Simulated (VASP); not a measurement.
Input of a VASP 6.6.1 run:

The input INCAR:

```
SYSTEM = InP
  PREC = Accurate
  ENCUT = 520
  EDIFF = 1E-6
  ISMEAR = 0
  SIGMA = 0.03
  LREAL = .FALSE.
  LASPH = .TRUE.
  NELM = 80
  ALGO = Fast
  ISIF = 2
  LWAVE = .FALSE.
  LCHARG = .FALSE.
  MAGMOM = 0 0 0 0 0 0
  LORBIT = 11
  LSORBIT = .TRUE.
  GGA_COMPAT = .FALSE.
  GGA = PS
  NBANDS = 32
```

File KPOINTS:

```
regular mesh
0
G
  6 6 6
  0 0 0
```

File POSCAR:

```
InP                                     
1.0
    0.0000000000      2.9394456023      2.9394456023
    2.9394456023      0.0000000000      2.9394456023
    2.9394456023      2.9394456023      0.0000000000
  In              P             
     1     1
Direct
     0.0000000000000000    0.0000000000000000    0.0000000000000000
     0.2500000000000000    0.2500000000000000    0.2500000000000000
```

Contents of KPOINTS_OPT:

```
explicit points
109
Reciprocal
 0.0000000000  0.0000000000  0.0000000000 1
 0.0555555556  0.0000000000  0.0555555556 1
 0.1111111111  0.0000000000  0.1111111111 1
 0.1666666667  0.0000000000  0.1666666667 1
 0.2222222222  0.0000000000  0.2222222222 1
 0.2777777778  0.0000000000  0.2777777778 1
 0.3333333333  0.0000000000  0.3333333333 1
 0.3888888889  0.0000000000  0.3888888889 1
 0.4444444444  0.0000000000  0.4444444444 1
 0.5000000000  0.0000000000  0.5000000000 1
 0.5000000000  0.0000000000  0.5000000000 1
 0.5000000000  0.0277777778  0.5277777778 1
 0.5000000000  0.0555555556  0.5555555556 1
 0.5000000000  0.0833333333  0.5833333333 1
 0.5000000000  0.1111111111  0.6111111111 1
 0.5000000000  0.1388888889  0.6388888889 1
 0.5000000000  0.1666666667  0.6666666667 1
 0.5000000000  0.1944444444  0.6944444444 1
 0.5000000000  0.2222222222  0.7222222222 1
 0.5000000000  0.2500000000  0.7500000000 1
 0.5000000000  0.2500000000  0.7500000000 1
 0.4861111111  0.2638888889  0.7500000000 1
 0.4722222222  0.2777777778  0.7500000000 1
 0.4583333333  0.2916666667  0.7500000000 1
 0.4444444444  0.3055555556  0.7500000000 1
 0.4305555556  0.3194444444  0.7500000000 1
 0.4166666667  0.3333333333  0.7500000000 1
 0.4027777778  0.3472222222  0.7500000000 1
 0.3888888889  0.3611111111  0.7500000000 1
 0.3750000000  0.3750000000  0.7500000000 1
 0.3750000000  0.3750000000  0.7500000000 1
 0.3333333333  0.3333333333  0.6666666667 1
 0.2916666667  0.2916666667  0.5833333333 1
 0.2500000000  0.2500000000  0.5000000000 1
 0.2083333333  0.2083333333  0.4166666667 1
 0.1666666667  0.1666666667  0.3333333333 1
 0.1250000000  0.1250000000  0.2500000000 1
 0.0833333333  0.0833333333  0.1666666667 1
 0.0416666667  0.0416666667  0.0833333333 1
 0.0000000000  0.0000000000  0.0000000000 1
 0.0000000000  0.0000000000  0.0000000000 1
 0.0555555556  0.0555555556  0.0555555556 1
 0.1111111111  0.1111111111  0.1111111111 1
 0.1666666667  0.1666666667  0.1666666667 1
 0.2222222222  0.2222222222  0.2222222222 1
 0.2777777778  0.2777777778  0.2777777778 1
 0.3333333333  0.3333333333  0.3333333333 1
 0.3888888889  0.3888888889  0.3888888889 1
 0.4444444444  0.4444444444  0.4444444444 1
 0.5000000000  0.5000000000  0.5000000000 1
 0.5000000000  0.5000000000  0.5000000000 1
 0.5138888889  0.4722222222  0.5138888889 1
 0.5277777778  0.4444444444  0.5277777778 1
 0.5416666667  0.4166666667  0.5416666667 1
 0.5555555556  0.3888888889  0.5555555556 1
 0.5694444444  0.3611111111  0.5694444444 1
 0.5833333333  0.3333333333  0.5833333333 1
 0.5972222222  0.3055555556  0.5972222222 1
 0.6111111111  0.2777777778  0.6111111111 1
 0.6250000000  0.2500000000  0.6250000000 1
 0.6250000000  0.2500000000  0.6250000000 1
 0.6111111111  0.2500000000  0.6388888889 1
 0.5972222222  0.2500000000  0.6527777778 1
 0.5833333333  0.2500000000  0.6666666667 1
 0.5694444444  0.2500000000  0.6805555556 1
 0.5555555556  0.2500000000  0.6944444444 1
 0.5416666667  0.2500000000  0.7083333333 1
 0.5277777778  0.2500000000  0.7222222222 1
 0.5138888889  0.2500000000  0.7361111111 1
 0.5000000000  0.2500000000  0.7500000000 1
 0.5000000000  0.2500000000  0.7500000000 1
 0.5000000000  0.2777777778  0.7222222222 1
 0.5000000000  0.3055555556  0.6944444444 1
 0.5000000000  0.3333333333  0.6666666667 1
 0.5000000000  0.3611111111  0.6388888889 1
 0.5000000000  0.3888888889  0.6111111111 1
 0.5000000000  0.4166666667  0.5833333333 1
 0.5000000000  0.4444444444  0.5555555556 1
 0.5000000000  0.4722222222  0.5277777778 1
 0.5000000000  0.5000000000  0.5000000000 1
 0.5000000000  0.5000000000  0.5000000000 1
 0.4861111111  0.4861111111  0.5277777778 1
 0.4722222222  0.4722222222  0.5555555556 1
 0.4583333333  0.4583333333  0.5833333333 1
 0.4444444444  0.4444444444  0.6111111111 1
 0.4305555556  0.4305555556  0.6388888889 1
 0.4166666667  0.4166666667  0.6666666667 1
 0.4027777778  0.4027777778  0.6944444444 1
 0.3888888889  0.3888888889  0.7222222222 1
 0.3750000000  0.3750000000  0.7500000000 1
 0.6250000000  0.2500000000  0.6250000000 1
 0.6111111111  0.2222222222  0.6111111111 1
 0.5972222222  0.1944444444  0.5972222222 1
 0.5833333333  0.1666666667  0.5833333333 1
 0.5694444444  0.1388888889  0.5694444444 1
 0.5555555556  0.1111111111  0.5555555556 1
 0.5416666667  0.0833333333  0.5416666667 1
 0.5277777778  0.0555555556  0.5277777778 1
 0.5138888889  0.0277777778  0.5138888889 1
 0.5000000000  0.0000000000  0.5000000000 1
 0.0000000000  0.0000000000  0.0000000000 1
 0.3750000000  0.3750000000  0.7500000000 1
 0.5000000000  0.5000000000  0.5000000000 1
 0.6250000000  0.2500000000  0.6250000000 1
 0.5000000000  0.2500000000  0.7500000000 1
 0.5000000000  0.0000000000  0.5000000000 1
 0.4000000000  0.0000000000  0.4000000000 1
 0.4250000000  0.0000000000  0.4250000000 1
 0.4500000000  0.0000000000  0.4500000000 1
```

Potentials or basis: VASP PAW PBE potentials, release 64 (In_d, P).

Run with:

```sh
$ cat potpaw_PBE.64/In_d/POTCAR potpaw_PBE.64/P/POTCAR > POTCAR
$ mpirun -np 1 vasp_ncl > vasp.out
```

Q: Predict the pressure.

A: -0.1 GPa.

Caveat: the PAW data sets were made with another functional, which shifts forces and pressure a little.
